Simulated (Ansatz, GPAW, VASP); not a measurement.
# CdSe: 3 runs at one level of theory

```
Cd Se
1.0
     0.00000    3.07027    3.07027
     3.07027    0.00000    3.07027
     3.07027    3.07027    0.00000
Cd Se
1 1
Direct
  0.00000 0.00000 0.00000
  0.25000 0.25000 0.25000
```

The cell is a database's computed one, not the measured one.

Alike in all runs: task single point; functional PBE; k mesh 8 × 8 × 8; occupations gaussian, width 0.023 eV; no spin polarisation; no spin-orbit coupling. Pressure is positive in compression and, in plane waves, holds the error of the finite cutoff.

| program and potentials | plane-wave cutoff (eV) | notes | band gap (eV) | pressure (GPa) |
| --- | --- | --- | --- | --- |
| VASP, PBE PAW files Cd, Se, 520 eV | 520 | - | 0.55 | 1.57 |
| Ansatz, all-electron LAPW, scalar-relativistic | - | - | 0.55 | 1.30 |
| GPAW, GPAW PAW data sets (gpaw-data 1.2.1) | 600 | - | 0.54 | 1.07 |

The band gap spans 0.54 (GPAW, GPAW PAW data sets (gpaw-data 1.2.1)) to 0.55 eV (Ansatz, all-electron LAPW, scalar-relativistic), with all-electron results at 0.55. The pressure spans 1.07 (GPAW, GPAW PAW data sets (gpaw-data 1.2.1)) to 1.57 GPa (VASP, PBE PAW files Cd, Se, 520 eV), with all-electron results at 1.30. Spin-orbit coupling, left out here, moves the band edges of heavy atoms.

The functional is the same throughout but for its coding, so the spread measures potentials, basis and numerics; runs on potential files found faulty are left out.
